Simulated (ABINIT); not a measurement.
Runs of ABINIT 10.8.3 (patched build) on Ge. It takes space group Fd-3m (No. 227, cubic). The conventional cell has a = 5.658 Å, b = 5.658 Å, c = 5.658 Å, α = 90.00°, β = 90.00°, γ = 90.00°. Ge (site symmetry -43m) has 4 Ge at 2.45 Å as nearest neighbours. 

```csv
level,potentials or basis,cutoff (eV),fine-grid cutoff,dispersion computed by,V0 of scaled cells (Å³/atom),B0 (GPa)
LDA-Teter,JTH PAW LDA v2.0,599,1197.3 eV,-,(c),70
AM05,JTH PAW PBE v2.0,599,1197.3 eV,-,22.95,(b)
r2SCAN,JTH PAW PBE v2.0,707,1306.15 eV,-,22.94,70
PBEsol,JTH PAW PBE v2.0,599,1197.3 eV,-,(a),66
PBEsol+D3,JTH PAW PBE v2.0,599,1197.3 eV,simple-dftd3 1.7.0,22.65,68
```

Alike in all rows: task equation of state; no spin polarisation; cell as given; k mesh 8 × 8 × 8; smearing fermi-dirac 0.05 eV.

Problem. Estimate the missing entries.

Solution. (a) 22.90; (b) 65; (c) 22.30.

Caveats: pressures at fixed basis lie under the slope of the energies; the atomic spheres overlap (some runs); the PAW data sets were made with another functional, which shifts forces and pressure a little (some runs).

Runs at the PBE level aren't shown here.
